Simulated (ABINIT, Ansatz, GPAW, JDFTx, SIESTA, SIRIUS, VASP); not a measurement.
**Rh: programs and potentials compared**

```
Rh
1.0
     0.00000    1.89785    1.89785
     1.89785    0.00000    1.89785
     1.89785    1.89785    0.00000
Rh
1
Direct
  0.00000 0.00000 0.00000
```

Alike in all runs: task single point; functional PBEsol; k mesh 12 × 12 × 12; occupations fermi-dirac, width 0.05 eV; no spin polarisation; no spin-orbit coupling. Pressure is positive in compression and, in plane waves, holds the error of the finite cutoff.

```csv
program and potentials,plane-wave cutoff (eV),notes,band gap (eV),pressure (GPa)
"Ansatz, all-electron LAPW, scalar-relativistic",-,-,no gap,-3.74
"SIESTA, files PseudoDojo sr-pbesol-0.4.1-standard, DZP (energy shift 0.003 Ry; two zetas on semicore shells)",-,atomic basis; 17 valence electrons an atom on average,no gap,0.76
"VASP, PBE PAW files Rh_pv, 520 eV",520,potentials made for PBE; 15 valence electrons an atom on average,?,?
"GPAW, PAW data sets generated for this functional",600,15 valence electrons an atom on average,no gap,-1.44
"ABINIT, PseudoDojo NC SR PBEsol v0.4.1 standard",1197,17 valence electrons an atom on average,no gap,-3.40
"SIRIUS, PseudoDojo 0.4.1 PBEsol standard (scalar relativistic)",1202,17 valence electrons an atom on average,no gap,-3.39
"JDFTx, PseudoDojo-SR-PBEsol-0.4.1-standard with smoothed tails",1197,17 valence electrons an atom on average,no gap,-3.41
```

Q: Estimate from the other rows what the run with VASP, PBE PAW files Rh_pv, 520 eV gave.

A: No band gap; pressure -3.80 GPa. The other rows, which needn't bracket it: pressure -3.74 to 0.76.
